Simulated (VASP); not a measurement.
# GaN (P6_3mc) in VASP: band structure with PBE

Aim: the band structure of GaN with PBE.

All numbers are computed with VASP 6.6.1; they aren't measurements. Logs are shortened: lines on timing, memory, paths and dates and some standing lists are left out, and cuts for length are marked.

**What was measured.**

From “Studying electronic properties in GaN without electrical contacts using γ-γ vs e−-γ Perturbed Angular Correlations”, 2019, pmc:6823545, for a bulk crystal of GaN: band gap 3.503 ± 0.005 eV (direct).

The runs below are set against these values where they give the same quantity.

## Step 1: The crystal as given

The structure is hexagonal, space group P6_3mc (No. 186). The conventional cell has a = 3.219 Å, b = 3.219 Å, c = 5.244 Å, α = 90.00°, β = 90.00°, γ = 120.00°. Ga (site symmetry 3m) is surrounded by 4 N at 1.97 to 1.98 Å. N (site symmetry 3m) is surrounded by 4 Ga at 1.97 to 1.98 Å.

## Step 2: Band structure, PBE

File POSCAR:

```
GaN                                     
1.0
    3.2185389994      0.0000000000      0.0000000000
   -1.6092694997      2.7873365324     -0.0000000000
    0.0000000000      0.0000000000      5.2436487429
  Ga              N             
     2     2
Direct
     0.3333333300000021    0.6666666699999979    0.9991549459878403
     0.6666666699999979    0.3333333300000021    0.4991549459878402
     0.3333333300000021    0.6666666699999979    0.3758450540121598
     0.6666666699999979    0.3333333300000021    0.8758450540121597
```

File INCAR.step1:

```
PREC = Accurate
ENCUT = 900
EDIFF = 1E-7
ISMEAR = 0
SIGMA = 0.02
LREAL = False
LASPH = True
NELM = 100
ALGO = Normal
ISIF = 2
LWAVE = False
LCHARG = True
GGA = PE
```

File KPOINTS.step1:

```
Automatic mesh
0
Gamma
  12 12 6
```

File INCAR.step2:

```
PREC = Accurate
ENCUT = 900
EDIFF = 1E-7
ISMEAR = 0
SIGMA = 0.05
LREAL = False
LASPH = True
NELM = 100
ALGO = Normal
ISIF = 2
LWAVE = False
LCHARG = False
GGA = PE
ICHARG = 11
```

File KPOINTS.step2:

```
path GMKGALHA,LM,KH
10
line-mode
reciprocal
 0.0000000000  0.0000000000  0.0000000000  G
 0.5000000000  0.0000000000  0.0000000000  M

 0.5000000000  0.0000000000  0.0000000000  M
 0.3333333333  0.3333333333  0.0000000000  K

 0.3333333333  0.3333333333  0.0000000000  K
 0.0000000000  0.0000000000  0.0000000000  G

 0.0000000000  0.0000000000  0.0000000000  G
 0.0000000000  0.0000000000  0.5000000000  A

 0.0000000000  0.0000000000  0.5000000000  A
 0.5000000000  0.0000000000  0.5000000000  L

 0.5000000000  0.0000000000  0.5000000000  L
 0.3333333333  0.3333333333  0.5000000000  H

 0.3333333333  0.3333333333  0.5000000000  H
 0.0000000000  0.0000000000  0.5000000000  A

 0.5000000000  0.0000000000  0.5000000000  L
 0.5000000000  0.0000000000  0.0000000000  M

 0.3333333333  0.3333333333  0.0000000000  K
 0.3333333333  0.3333333333  0.5000000000  H
```

Potentials or basis: VASP PAW PBE potentials, release 64 (Ga_h, N_h).

Run with:

```console
$ cat potpaw_PBE.64/Ga_h/POTCAR potpaw_PBE.64/N_h/POTCAR > POTCAR
$ cp INCAR.step1 INCAR
$ cp KPOINTS.step1 KPOINTS
$ mpirun -np 1 vasp_std > vasp.out
$ cp INCAR.step2 INCAR
$ cp KPOINTS.step2 KPOINTS
$ mpirun -np 1 vasp_std > vasp.out
```

OUTCAR:

```text
PREC = Accurate
   ENCUT = 900
   EDIFF = 1E-7
   ISMEAR = 0
   LREAL = False
   LASPH = True
   NELM = 100
   ISIF = 2
   GGA = PE
   ICHARG = 11

 ion  position               nearest neighbor table
   1  0.333  0.667  0.999-   4 1.97   4 1.97   4 1.97
   2  0.667  0.333  0.499-   3 1.97   3 1.97   3 1.97
   3  0.333  0.667  0.376-   2 1.97   2 1.97   2 1.97
   4  0.667  0.333  0.876-   1 1.97   1 1.97   1 1.97

  LATTYP: Found a hexagonal cell.
 ALAT       =     3.2185389994
 C/A-ratio  =     1.6292015551

  Lattice vectors:

 A1 = (   3.2185389994,   0.0000000000,   0.0000000000)
 A2 = (  -1.6092694997,   2.7873365324,   0.0000000000)
 A3 = (   0.0000000000,   0.0000000000,   5.2436487429)

Analysis of symmetry for initial positions (statically):
=====================================================================
 Subroutine PRICEL returns:
 Original cell was already a primitive cell.

 Routine SETGRP: Setting up the symmetry group for a
 hexagonal supercell.

 Subroutine GETGRP returns: Found 12 space group operations
 (whereof  6 operations were pure point group operations)
 out of a pool of 24 trial point group operations.

The static configuration has the point symmetry C_3v.
 The point group associated with its full space group is C_6v.

Analysis of symmetry for dynamics (positions and initial velocities):
=====================================================================
 Subroutine PRICEL returns:
 Original cell was already a primitive cell.

 Routine SETGRP: Setting up the symmetry group for a
 hexagonal supercell.

 Subroutine GETGRP returns: Found 12 space group operations
 (whereof  6 operations were pure point group operations)
 out of a pool of 24 trial point group operations.

The dynamic configuration has the point symmetry C_3v.
 The point group associated with its full space group is C_6v.

 Subroutine INISYM returns: Found 12 space group operations
 (whereof  6 operations are pure point group operations),
 and found     1 'primitive' translations

----------------------------------------------------------------------------------------

                                     Primitive cell

  volume of cell :      47.0416

  direct lattice vectors                    reciprocal lattice vectors
     3.218538999  0.000000000  0.000000000     0.310699979  0.179382717  0.000000000
    -1.609269500  2.787336532  0.000000000     0.000000000  0.358765434  0.000000000
     0.000000000  0.000000000  5.243648743     0.000000000  0.000000000  0.190706901

  length of vectors
     3.218538999  3.218538996  5.243648743     0.358765433  0.358765434  0.190706901

  position of ions in fractional coordinates (direct lattice)
     0.333333330  0.666666670  0.999154946
     0.666666670  0.333333330  0.499154946
     0.333333330  0.666666670  0.375845054
     0.666666670  0.333333330  0.875845054

  ion indices of the primitive-cell ions
   primitive index   ion index
                 1           1
                 2           2
                 3           3
                 4           4

----------------------------------------------------------------------------------------

 KPOINTS: path GMKGALHA,LM,KH

Interpolating k-points between supplied coordinates.

 Line segments in fractional coordinates (reciprocal lattice):
    0.000000  0.000000  0.000000  ...  0.500000  0.000000  0.000000
    0.500000  0.000000  0.000000  ...  0.333333  0.333333  0.000000
    0.333333  0.333333  0.000000  ...  0.000000  0.000000  0.000000
    0.000000  0.000000  0.000000  ...  0.000000  0.000000  0.500000
    0.000000  0.000000  0.500000  ...  0.500000  0.000000  0.500000
    0.500000  0.000000  0.500000  ...  0.333333  0.333333  0.500000
    0.333333  0.333333  0.500000  ...  0.000000  0.000000  0.500000
    0.500000  0.000000  0.500000  ...  0.500000  0.000000  0.000000
    0.333333  0.333333  0.000000  ...  0.333333  0.333333  0.500000

 Generated    10 points on each line segment, for a total of     90 k-points:

 Following reciprocal coordinates:
            Coordinates               Weight
  0.000000  0.000000  0.000000      0.011111
  0.055556  0.000000  0.000000      0.011111
  0.111111  0.000000  0.000000      0.011111
  0.166667  0.000000  0.000000      0.011111
  0.222222  0.000000  0.000000      0.011111
  0.277778  0.000000  0.000000      0.011111
[... 16 lines left out ...]
  0.259259  0.259259  0.000000      0.011111
  0.222222  0.222222  0.000000      0.011111
 [... further k-points ...]
   k-points           NKPTS =     90   k-points in BZ     NKDIM =     90   number of bands    NBANDS=     22
   number of dos      NEDOS =    301   number of ions     NIONS =      4
   total plane-waves  NPLWV =  55296
   dimension x,y,z NGX =    32 NGY =   32 NGZ =   54
   dimension x,y,z NGXF=    64 NGYF=   64 NGZF=  108
   ions per type =               2   2
   NGX,Y,Z   is equivalent  to a cutoff of  16.53, 16.53, 17.12 a.u.
   NGXF,Y,Z  is equivalent  to a cutoff of  33.06, 33.06, 34.24 a.u.
 SYSTEM =  unknown system
   PREC   = accura    normal or accurate (medium, high low for compatibility)
   ISTART =      0    job   : 0-new  1-cont  2-samecut
   ICHARG =     11    charge: 1-file 2-atom 10-const
   ISPIN  =      1    spin polarized calculation?
   LNONCOLLINEAR =      F non collinear calculations
   LSORBIT =      F    spin-orbit coupling
   LASPH  =      T    aspherical Exc in radial PAW
   ENCUT  =  900.0 eV  66.15 Ry    8.13 a.u.   7.87  7.87 12.83*2*pi/ulx,y,z
   NELM   =    100;   NELMIN=  2; NELMDL=  0     # of ELM steps
   EDIFF  = 0.1E-06   stopping-criterion for ELM
   LREAL  =      F    real-space projection
   EDIFFG = 0.1E-05   stopping-criterion for IOM
   NSW    =      0    number of steps for IOM
   IBRION =     -1    ionic relax: 0-MD 1-quasi-New 2-CG
   NFREE  =      0    steps in history (QN), initial steepest desc. (CG)
   ISIF   =      2    stress and relaxation
   ISYM   =      2    0-nonsym 1-usesym 2-fastsym
   POTIM  = 0.5000    time-step for ionic-motion
   TEBEG  =    0.0;   TEEND  =   0.0 temperature during run
   PSTRESS=    0.0 pullay stress
   NELECT =      36.0000    total number of electrons
   NUPDOWN=      -1.0000    fix difference up-down
   EMIN   =  10.00;   EMAX   =-10.00  energy-range for DOS
   EFERMI =   0.00;   METHOD = LEGACY
   ISMEAR =     0;   SIGMA  =   0.05  broadening in eV -4-tet -1-fermi 0-gaus
   EFERMI_NEDOS =   21; number of points for ismear=-14 and -15
   IALGO  =     38    algorithm
   IMIX   =      4    mixing-type and parameters
     AMIX     =   0.40;   BMIX     =  1.00
     AMIX_MAG =   1.60;   BMIX_MAG =  1.00
  volume/ion in A,a.u.               =      11.76        79.36
  Fermi-wavevector in a.u.,A,eV,Ry     =   1.497436  2.829745 30.508561  2.242316
  Thomas-Fermi vector in A             =   2.609325
   LORBIT       =      0    0 simple, 1 ext, 2 COOP (PROOUT), +10 PAW based schemes
   GGA     = PE    functional components
   LHFCALC =     F    Hartree Fock is set to
   AEXX    =    0.0000 exact exchange contribution
   IVDW    =     0    specifies the selected vdW correction
   LEPSILON=     F    determine dielectric tensor
   LRPA    =     F    only Hartree local field effects (RPA)
 non-spin polarized calculation
 Gauss-broadening in eV      SIGMA  =   0.05
  energy-cutoff  :      900.00
  volume of cell :       47.04
 maximum number of plane-waves:      2928
 NGX is ok and might be reduce to    32

 number of electron      36.0000006 magnetization

 Free energy of the ion-electron system (eV)
  ---------------------------------------------------
  ext. energy  EPLUGINS =         0.00000000
  ---------------------------------------------------
  free energy    TOTEN  =       -23.35232959 eV

  energy without entropy =      -23.35232959  energy(sigma->0) =      -23.35232959

 E-fermi :   6.7856     XC(G=0): -11.4245

 val. band max:        6.4937776117   @ k =   0.0000   0.0000   0.0000
 cond. band min:       8.2071048123   @ k =   0.0000   0.0000   0.0000
 fundamental gap:      1.7133272006
 Fermi energy:         6.7855696466

 k-point     1 :       0.0000    0.0000    0.0000
  band No.  band energies     occupation
      1      -9.2469      2.00000
      2      -8.4300      2.00000
      3      -6.9455      2.00000
      4      -6.9312      2.00000
      5      -6.9312      2.00000
      6      -6.8754      2.00000
[... 14 lines left out ...]
     21      15.5161      0.00000
     22      16.2213      0.00000

 k-point     2 :       0.0556    0.0000    0.0000
  band No.  band energies     occupation
      1      -9.2180      2.00000
      2      -8.4228      2.00000
      3      -6.9435      2.00000
      4      -6.9269      2.00000
      5      -6.9201      2.00000
      6      -6.8723      2.00000
[... 14 lines left out ...]
     21      15.4487      0.00000
     22      15.9678      0.00000

 k-point     3 :       0.1111    0.0000    0.0000
  band No.  band energies     occupation
      1      -9.1351      2.00000
      2      -8.4033      2.00000
      3      -6.9334      2.00000
      4      -6.9153      2.00000
      5      -6.8901      2.00000
      6      -6.8613      2.00000
[... 14 lines left out ...]
     21      15.1261      0.00000
     22      15.5461      0.00000
[... 476 lines left out ...]
 k-point    23 :       0.2593    0.2593    0.0000
  band No.  band energies     occupation
      1      -8.4040      2.00000
      2      -8.2925      2.00000
      3      -6.9163      2.00000
      4      -6.7952      2.00000
      5      -6.7482      2.00000
      6      -6.7400      2.00000
[... 14 lines left out ...]
     21      14.1667      0.00000
     22      14.2299      0.00000

 k-point    24 :       0.2222    0.2222    0.0000
  band No.  band energies     occupation
      1      -8.4859      2.00000
      2      -8.2952      2.00000
      3      -6.9027      2.00000
      4      -6.8237      2.00000
      5      -6.7686      2.00000
      6      -6.7459      2.00000
[... 14 lines left out ...]
     21      13.9377      0.00000
     22      14.0029      0.00000

 [... further k-points ...]

------------------------ aborting loop because EDIFF is reached ----------------------------------------

  FORCE on cell =-STRESS in cart. coord.  units (eV):
  Direction    XX          YY          ZZ          XY          YZ          ZX
  --------------------------------------------------------------------------------------
  -------------------------------------------------------------------------------------
  Total        1.1307220      1.1307220      0.4549512      0.0000000      0.0000000      0.0000000
  in kB       38.5109878     38.5109877     15.4950733      0.0000000      0.0000000      0.0000000
  external PRESSURE =      30.8390162 kB  Pullay stress =       0.0000000 kB

 VOLUME and BASIS-vectors are now :
 -----------------------------------------------------------------------------
  energy-cutoff  :      900.00
  volume of cell :       47.04
      direct lattice vectors                 reciprocal lattice vectors
     3.218538999  0.000000000  0.000000000     0.310699979  0.179382717  0.000000000
    -1.609269500  2.787336532  0.000000000     0.000000000  0.358765434  0.000000000
     0.000000000  0.000000000  5.243648743     0.000000000  0.000000000  0.190706901

 POSITION                                       TOTAL-FORCE (eV/Angst)
 -----------------------------------------------------------------------------------
     -0.00000      1.85822      5.23922         0.000000      0.000000      0.184701
      1.60927      0.92911      2.61739        -0.000000     -0.000000      0.184701
     -0.00000      1.85822      1.97080         0.000000      0.000000     -0.184701
      1.60927      0.92911      4.59262        -0.000000      0.000000     -0.184701
 -----------------------------------------------------------------------------------
    total drift:                               -0.000017      0.000009     -0.091759

  FREE ENERGIE OF THE ION-ELECTRON SYSTEM (eV)
  ---------------------------------------------------
  free  energy   TOTEN  =       -23.3523295914 eV

  energy  without entropy=      -23.3523295914  energy(sigma->0) =      -23.35232959
```

Run time: 1.8 min. Hardware: 1 thread of Intel Xeon 6975P-C (Granite Rapids), shared host; peak memory 0.34 GiB.

What came out:

| Property | Result |
| --- | --- |
| Band gap on the k mesh | 1.71 eV, direct |
| Band gap along the path | 1.71 eV, direct |

Levels at the corners of the path, in eV from the valence-band top:
```csv
point,band 14,band 15,band 16,band 17,band 18,band 19,band 20,band 21,band 22
Γ,-1.00,-1.00,-0.04,0.00,0.00,1.71,4.07,9.02,9.73
M,-5.19,-4.07,-2.64,-2.12,-0.96,4.98,5.37,5.98,8.35
M,-5.19,-4.07,-2.64,-2.12,-0.96,4.98,5.37,5.98,8.35
K,-5.26,-5.09,-2.87,-2.87,-2.63,5.18,7.53,7.53,8.30
K,-5.26,-5.09,-2.87,-2.87,-2.63,5.18,7.53,7.53,8.30
Γ,-1.00,-1.00,-0.04,0.00,0.00,1.71,4.07,9.02,9.73
Γ,-1.00,-1.00,-0.04,0.00,0.00,1.71,4.07,9.02,9.73
A,-3.79,-0.51,-0.51,-0.51,-0.51,4.06,4.06,8.31,8.31
A,-3.79,-0.51,-0.51,-0.51,-0.51,4.06,4.06,8.31,8.31
L,-6.44,-1.87,-1.87,-1.83,-1.83,4.31,4.31,7.57,7.57
L,-6.44,-1.87,-1.87,-1.83,-1.83,4.31,4.31,7.57,7.57
H,-6.03,-4.04,-4.04,-1.42,-1.42,6.22,6.22,7.24,7.24
H,-6.03,-4.04,-4.04,-1.42,-1.42,6.22,6.22,7.24,7.24
A,-3.79,-0.51,-0.51,-0.51,-0.51,4.06,4.06,8.31,8.31
L,-6.44,-1.87,-1.87,-1.83,-1.83,4.31,4.31,7.57,7.57
M,-5.19,-4.07,-2.64,-2.12,-0.96,4.98,5.37,5.98,8.35
K,-5.26,-5.09,-2.87,-2.87,-2.63,5.18,7.53,7.53,8.30
H,-6.03,-4.04,-4.04,-1.42,-1.42,6.22,6.22,7.24,7.24
```

Caveat: the cutoff is under 1.25 times the usual one of these potentials, so pressure, stress and relaxed cells hold a basis-set (Pulay) error; the log is that of the step along the path at fixed density, whose energy, stress, charges and moments have no meaning.

## Step 3: Comparison with measurements

Step 2. Against the measured gap of GaN, 3.503 eV (direct; quoted in “Studying electronic properties in GaN without electrical contacts using γ-γ vs e−-γ Perturbed Angular Correlations”, 2019, pmc:6823545), the calculated 1.71 eV is off by -1.79 eV. So large a miss can be the level of theory's own, or it may mean another phase, state or a wrong row. Spin-orbit coupling on Ga is left out. The value is that of PBE, without temperature or zero-point motion. Semilocal functionals fall short of measured gaps as a rule.
